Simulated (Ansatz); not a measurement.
Runs of Ansatz 0.2.0 on BP. The structure is cubic, space group F-43m (No. 216). The conventional cell has a = 4.538 Å, b = 4.538 Å, c = 4.538 Å, α = 90.00°, β = 90.00°, γ = 90.00°. P (site symmetry -43m) has 4 B at 1.97 Å as nearest neighbours. B (site symmetry -43m) has 4 P at 1.97 Å as nearest neighbours. 

| task | level | potentials or basis | cell | k mesh | smearing | points for each segment of the path | gap on the mesh (eV) | pressure (GPa) |
| --- | --- | --- | --- | --- | --- | --- | --- | --- |
| relaxation of cell and atoms | RPBE | Ansatz PAW | relaxed | 10 × 10 × 10 | fermi-dirac 0.05 eV | - | (a) | 0.0 |
| band structure | PBEsol | Ansatz PAW | as given | 10 × 10 × 10 | fermi-dirac 0.05 eV | 14 | 1.13 | (b) |
| band structure | BHLYP | Ansatz PAW | as given | 6 × 6 × 6 | fermi-dirac 0.05 eV | 4 | 4.66 | - |
| single point | LDA | Ansatz PAW | as given | 10 × 10 × 10 | gaussian 0.05 eV | - | 1.19 | -5.2 |

Alike in all rows: no spin polarisation; cutoff (eV) 420.

**Question.** Estimate the missing entries.

**Answer.** (a) 1.30; (b) -2.0.

Caveats: the PAW data sets come from PBE, with cores solved anew for the run's functional, which leaves a small shift of forces and pressure; the potentials were made for another functional, which shifts forces and pressure (some runs); the plane-wave basis is chosen anew once the cell has moved, so the energies of steps on either side of that aren't comparable (some runs); the k mesh misses the band edges, so the gap on the mesh is wider than the one along the path (some runs).

Not every run made on this cell is shown here.
